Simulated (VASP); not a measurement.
Output of a VASP run:

**OUTCAR**
```
 ion  position               nearest neighbor table
   1  0.000  0.000  0.000-   3 1.98   6 1.98   5 2.00   4 2.00   4 2.00   5 2.00   2 3.61   2 3.61
                             2 3.61   2 3.61   2 3.61   2 3.61   2 3.61   2 3.61
   2  0.500  0.500  0.500-   4 1.98   5 1.98   3 2.00   6 2.00   3 2.00   6 2.00   1 3.61   1 3.61
                             1 3.61   1 3.61   1 3.61   1 3.61   1 3.61   1 3.61
   3  0.303  0.303  0.000-   1 1.98   2 2.00   2 2.00
   4  0.803  0.197  0.500-   2 1.98   1 2.00   1 2.00
   5  0.197  0.803  0.500-   2 1.98   1 2.00   1 2.00
   6  0.697  0.697  0.000-   1 1.98   2 2.00   2 2.00
  LATTYP: Found a simple tetragonal cell.
 ALAT       =     4.6253952495
 C/A-ratio  =     0.6596775139
 Subroutine PRICEL returns:
 Original cell was already a primitive cell.
 Subroutine GETGRP returns: Found 16 space group operations
The static configuration has the point symmetry D_2h.
 The point group associated with its full space group is D_4h.
The dynamic configuration has the point symmetry D_2h.
 Subroutine INISYM returns: Found 16 space group operations
 Subroutine IBZKPT returns following result:
 Found     24 irreducible k-points:

 Following reciprocal coordinates:
            Coordinates               Weight
  0.000000  0.000000  0.000000      1.000000
  0.200000  0.000000  0.000000      4.000000
  0.400000  0.000000  0.000000      4.000000
  0.200000  0.200000  0.000000      4.000000
  0.400000  0.200000  0.000000      8.000000
  0.400000  0.400000  0.000000      4.000000
  0.000000  0.000000  0.142857      2.000000
  0.200000  0.000000  0.142857      8.000000
  0.400000  0.000000  0.142857      8.000000
  0.200000  0.200000  0.142857      8.000000
  0.400000  0.200000  0.142857     16.000000
  0.400000  0.400000  0.142857      8.000000
  0.000000  0.000000  0.285714      2.000000
  0.200000  0.000000  0.285714      8.000000
  0.400000  0.000000  0.285714      8.000000
  0.200000  0.200000  0.285714      8.000000
  0.400000  0.200000  0.285714     16.000000
  0.400000  0.400000  0.285714      8.000000
  0.000000  0.000000  0.428571      2.000000
  0.200000  0.000000  0.428571      8.000000
  0.400000  0.000000  0.428571      8.000000
  0.200000  0.200000  0.428571      8.000000
  0.400000  0.200000  0.428571     16.000000
  0.400000  0.400000  0.428571      8.000000
   k-points           NKPTS =     24   k-points in BZ     NKDIM =     24   number of bands    NBANDS=     20
   number of dos      NEDOS =    301   number of ions     NIONS =      6
   total plane-waves  NPLWV =  31104
   dimension x,y,z NGX =    36 NGY =   36 NGZ =   24
   dimension x,y,z NGXF=    72 NGYF=   72 NGZF=   48
   ions per type =               2   4
   PREC   = accura    normal or accurate (medium, high low for compatibility)
   ISTART =      0    job   : 0-new  1-cont  2-samecut
   ICHARG =      2    charge: 1-file 2-atom 10-const
   ISPIN  =      1    spin polarized calculation?
   LNONCOLLINEAR =      F non collinear calculations
   LSORBIT =      F    spin-orbit coupling
   INIWAV =      1    electr: 0-lowe 1-rand  2-diag
   ENCUT  =  520.0 eV  38.22 Ry    6.18 a.u.   8.60  8.60  5.67*2*pi/ulx,y,z
   NELM   =    100;   NELMIN=  2; NELMDL= -5     # of ELM steps
   EDIFF  = 0.1E-06   stopping-criterion for ELM
   LREAL  =      F    real-space projection
   NLSPLINE    = F    spline interpolate recip. space projectors
   LMAXMIX     =    2 max onsite mixed and CHGCAR
   VOSKOWN=      0    Vosko Wilk Nusair interpolation
   EDIFFG = -.1E-01   stopping-criterion for IOM
   NSW    =     30    number of steps for IOM
   NBLOCK =      1;   KBLOCK =     30    inner block; outer block
   IBRION =      2    ionic relax: 0-MD 1-quasi-New 2-CG
   NFREE  =      1    steps in history (QN), initial steepest desc. (CG)
   ISIF   =      4    stress and relaxation
   ISYM   =      2    0-nonsym 1-usesym 2-fastsym
   TEIN   =    0.0    initial temperature
   TEBEG  =    0.0;   TEEND  =   0.0 temperature during run
   SMASS  =  -3.00    Nose mass-parameter (am)
   PSTRESS=    0.0 pullay stress
   NELECT =      32.0000    total number of electrons
...
```

**OSZICAR**
```
       N       E                     dE             d eps       ncg     rms          rms(c)
DAV:   1     0.204719297898E+03    0.20472E+03   -0.18326E+04   992   0.150E+03
DAV:   2    -0.249026859635E+02   -0.22962E+03   -0.22319E+03  1312   0.336E+02
DAV:   3    -0.345016515417E+02   -0.95990E+01   -0.95761E+01  1132   0.721E+01
DAV:   4    -0.345619097575E+02   -0.60258E-01   -0.60245E-01  1092   0.661E+00
DAV:   5    -0.345622706607E+02   -0.36090E-03   -0.36089E-03  1116   0.526E-01    0.103E+01
DAV:   6    -0.318114371808E+02    0.27508E+01   -0.11584E+01  1100   0.261E+01    0.299E+00
DAV:   7    -0.318263714036E+02   -0.14934E-01   -0.11209E-01  1024   0.253E+00    0.187E+00
DAV:   8    -0.318533300837E+02   -0.26959E-01   -0.48555E-02  1092   0.261E+00    0.169E-01
DAV:   9    -0.318542254809E+02   -0.89540E-03   -0.32766E-03  1124   0.429E-01    0.721E-02
DAV:  10    -0.318544351162E+02   -0.20964E-03   -0.22582E-04  1060   0.130E-01    0.140E-02
DAV:  11    -0.318544358740E+02   -0.75782E-06   -0.29081E-05  1108   0.441E-02    0.703E-03
DAV:  12    -0.318544361628E+02   -0.28875E-06   -0.89390E-06  1056   0.242E-02    0.280E-03
DAV:  13    -0.318544360513E+02    0.11152E-06   -0.86425E-07  1076   0.753E-03    0.373E-04
DAV:  14    -0.318544360487E+02    0.26066E-08   -0.11035E-08   580   0.965E-04
   1 F= -.31854436E+02 E0= -.31854436E+02  d E =-.318544E+02
       N       E                     dE             d eps       ncg     rms          rms(c)
DAV:   1    -0.318545424782E+02   -0.10643E-03   -0.63644E-02   960   0.235E+00    0.717E-02
DAV:   2    -0.318546161659E+02   -0.73688E-04   -0.12901E-03  1096   0.307E-01    0.399E-02
DAV:   3    -0.318545882782E+02    0.27888E-04   -0.19332E-05  1100   0.545E-02    0.149E-02
DAV:   4    -0.318545844041E+02    0.38741E-05   -0.11314E-05  1100   0.356E-02    0.271E-03
DAV:   5    -0.318545845028E+02   -0.98684E-07   -0.13398E-06  1028   0.958E-03    0.161E-03
DAV:   6    -0.318545845084E+02   -0.56057E-08   -0.39918E-08   540   0.223E-03
   2 F= -.31854585E+02 E0= -.31854585E+02  d E =-.148460E-03
       N       E                     dE             d eps       ncg     rms          rms(c)
DAV:   1    -0.318545935676E+02   -0.90649E-05   -0.23199E-02   960   0.142E+00    0.432E-02
DAV:   2    -0.318546204977E+02   -0.26930E-04   -0.47148E-04  1100   0.185E-01    0.241E-02
DAV:   3    -0.318546102872E+02    0.10210E-04   -0.70885E-06  1096   0.330E-02    0.900E-03
DAV:   4    -0.318546088604E+02    0.14269E-05   -0.41660E-06  1096   0.216E-02    0.165E-03
DAV:   5    -0.318546088991E+02   -0.38697E-07   -0.49609E-07   988   0.582E-03
   3 F= -.31854609E+02 E0= -.31854609E+02  d E =-.172850E-03
```

**OUTCAR**
```
------------------------ aborting loop because EDIFF is reached ----------------------------------------
  FORCE on cell =-STRESS in cart. coord.  units (eV):
  Direction    XX          YY          ZZ          XY          YZ          ZX
  --------------------------------------------------------------------------------------
  Total        1.2894257      1.2894257      1.2955605     -0.0000000      0.0000000      0.0000000
  in kB       31.6467169     31.6467169     31.7972867     -0.0000000      0.0000000      0.0000000
  external PRESSURE =      31.6969069 kB  Pullay stress =       0.0000000 kB
  volume of cell :       65.28
      direct lattice vectors                 reciprocal lattice vectors
     4.623193433 -0.000000000  0.000000000     0.216300705  0.000000000  0.000000000
     0.000000000  4.623193433  0.000000000     0.000000000  0.216300705  0.000000000
     0.000000000  0.000000000  3.054176292     0.000000000  0.000000000  0.327420523
 POSITION                                       TOTAL-FORCE (eV/Angst)
 -----------------------------------------------------------------------------------
      0.00000      0.00000      0.00000         0.000000      0.000000      0.000000
      2.31160      2.31160      1.52709         0.000000      0.000000      0.000000
      1.39995      1.39995      0.00000         0.000507      0.000507     -0.000000
      3.71155      0.91165      1.52709         0.000507     -0.000507      0.000000
      0.91165      3.71155      1.52709        -0.000507      0.000507      0.000000
      3.22324      3.22324      0.00000        -0.000507     -0.000507      0.000000
 -----------------------------------------------------------------------------------
    total drift:                                0.000000     -0.000000     -0.000000
  FREE ENERGIE OF THE ION-ELECTRON SYSTEM (eV)
  ---------------------------------------------------
  free  energy   TOTEN  =       -31.8546088991 eV

  energy  without entropy=      -31.8546088991  energy(sigma->0) =      -31.85460890

 reached required accuracy - stopping structural energy minimisation
```
(Selected blocks of OUTCAR.)

POSCAR:
```
MgF2
1
    4.6253952495     0.0000000000     0.0000000000
    0.0000000000     4.6253952495     0.0000000000
    0.0000000000     0.0000000000     3.0512692388
Mg F
2 4
Direct
  1.0000000000   0.0000000000   0.0000000000
  0.5000000000   0.5000000000   0.5000000000
  0.3031403336   0.3031403336   1.0000000000
  0.8031403336   0.1968596664   0.5000000000
  0.1968596664   0.8031403336   0.5000000000
  0.6968596664   0.6968596664   0.0000000000
```

**Question.** Write an INCAR and KPOINTS that could have produced this output.

**Answer.** This is not unique; one that fits is the input of the run itself, PW91 GGA, plane waves, VASP's PBE PAW potentials (set 64).

### KPOINTS
```
kpoints
0
gamma
  5 5 7
```

**INCAR**
```
! general
SYSTEM = MgF2
PREC   = Accurate
ENCUT  = 520
LREAL  = .False.   ! projection in real space or not
LASPH  = .True.

! electronic loop
EDIFF  = 1E-7   ! SCF stop (eV)
NELM   = 100   ! most electronic steps
ALGO   = Normal   ! blocked Davidson

! smearing
ISMEAR = 0   ! Gaussian
SIGMA  = 0.05   ! width (eV)

! functional
GGA    = 91

! ions
IBRION = 2
NSW    = 30
ISIF   = 4
EDIFFG = -0.01

! output
LWAVE  = .False.
LCHARG = .False.
```

POTCAR, in this order: Mg F (PBE.64 set). Program: vasp_std.

The compound is MgF2 in the rutile structure. This cell is one point of a volume scan, at 0.97 of the reference volume. Symmetry was kept, so distortions that lower it aren't found.
